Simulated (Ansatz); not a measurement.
# MnO2: the cost of one run

Method: DFT PBE+U, PAW, plane waves, scalar-relativistic; U − J = 3.9 eV on Mn d, in Ansatz 0.2.0.

## (1) The system as given

It takes space group Pnma (No. 62, orthorhombic). Conventional cell: a = 9.320 Å, b = 2.850 Å, c = 4.460 Å, α = 90.00°, β = 90.00°, γ = 90.00°. Mn (site symmetry m) has 6 O at 1.84 to 1.93 Å in its first shell of neighbours. Around O (site symmetry m) lie 3 Mn at 1.93 Å. O (site symmetry m) is surrounded by 3 Mn at 1.84 to 1.87 Å.

Structure file:

```cif
data_structure
_symmetry_space_group_name_H-M 'P 1'
_symmetry_Int_Tables_number 1
_cell_length_a 9.3200
_cell_length_b 2.8500
_cell_length_c 4.4600
_cell_angle_alpha 90.000
_cell_angle_beta 90.000
_cell_angle_gamma 90.000
_cell_volume 118.47
loop_
_atom_site_label
_atom_site_type_symbol
_atom_site_fract_x
_atom_site_fract_y
_atom_site_fract_z
_atom_site_occupancy
Mn1 Mn 0.64000 0.25000 0.48000 1
Mn2 Mn 0.36000 0.75000 0.52000 1
Mn3 Mn 0.14000 0.25000 0.02000 1
Mn4 Mn 0.86000 0.75000 0.98000 1
O1 O 0.53500 0.75000 0.29000 1
O2 O 0.46500 0.25000 0.71000 1
O3 O 0.03500 0.75000 0.21000 1
O4 O 0.96500 0.25000 0.79000 1
O5 O 0.78500 0.25000 0.19000 1
O6 O 0.21500 0.75000 0.81000 1
O7 O 0.28500 0.25000 0.31000 1
O8 O 0.71500 0.75000 0.69000 1
```

In tables a label like O12 counts atoms in the order of input.yaml; a structure file may count by element.

Known so far: 9 plain starts ended in 5 states. The lowest came from “opposed moments ++--, plain SCF [Mn1 4.50, Mn2 4.50, Mn3 -4.50, Mn4 -4.50 μB]”: antiferromagnetic, site moments Mn1 2.61, Mn2 2.61, Mn3 -2.61, Mn4 -2.61 μB, total 0.00 μB per cell, a gap of 1.47 eV on the k-mesh, free energy -20124.3927 eV.

Runs to come: parallel moments, default search for lower states; opposed moments +-+-, default search for lower states; whole orbital fillings typed, symmetry off, plain SCF; the moments typed in its input, symmetry off, plain SCF; the moments typed in its input, standard search for lower states; the moments typed in its input, symmetry off, default search.

A plain SCF has the search for lower states switched off and ends at the first converged state. The default search lets the program follow hints of a lower state (another filling of open shells, a soft direction), where it sees any. The standard and full searches may also try other magnetic orders and fillings, and need not reach the lowest state. With a search on, the program may also reshape the start on open shells. 

The total moment includes the space between the atomic spheres.

## (2) Parallel moments, default search for lower states

Contents of input.yaml:

```yaml
crystal:
  lattice:
    - [9.32, 0.0, 0.0]
    - [0.0, 2.85, 0.0]
    - [0.0, 0.0, 4.46]
  atoms:
    - { symbol: Mn, position: [0.64, 0.25, 0.48], spin: 4.5 }
    - { symbol: Mn, position: [0.36, 0.75, 0.52], spin: 4.5 }
    - { symbol: Mn, position: [0.14, 0.25, 0.02], spin: 4.5 }
    - { symbol: Mn, position: [0.86, 0.75, 0.98], spin: 4.5 }
    - { symbol: O, position: [0.535, 0.75, 0.29] }
    - { symbol: O, position: [0.465, 0.25, 0.71] }
    - { symbol: O, position: [0.035, 0.75, 0.21] }
    - { symbol: O, position: [0.965, 0.25, 0.79] }
    - { symbol: O, position: [0.785, 0.25, 0.19] }
    - { symbol: O, position: [0.215, 0.75, 0.81] }
    - { symbol: O, position: [0.285, 0.25, 0.31] }
    - { symbol: O, position: [0.715, 0.75, 0.69] }
magnetization:
  spin_polarized: true
hamiltonian:
  xc: pbe
  pseudopotentials: { kind: paw }
  hubbard: { sites: [{ species: Mn, l: d, u_eff: 3.9 }] }
basis:
  ecutwfc: 420
kpoints:
  mp_grid: { grid: [2, 6, 4] }
scf:
  occupations: { method: fermi_dirac, width: 0.05 }
output:
  forces: true
  stress: true
  write_density: true
  write_potential: true
  elf: true
  volumetric_format: npy
```

Launch:

```sh
$ ansatz run input.yaml --threads 4 --pin off --max-ram 9216MiB --backend cpu --events-out ev --progress --plain --runs-dir out
```

**Question.** How long does this run take on 4 threads of Arm Neoverse V1, shared host, and how much memory does it need?

About 17 s, with a peak of 0.79 GiB.
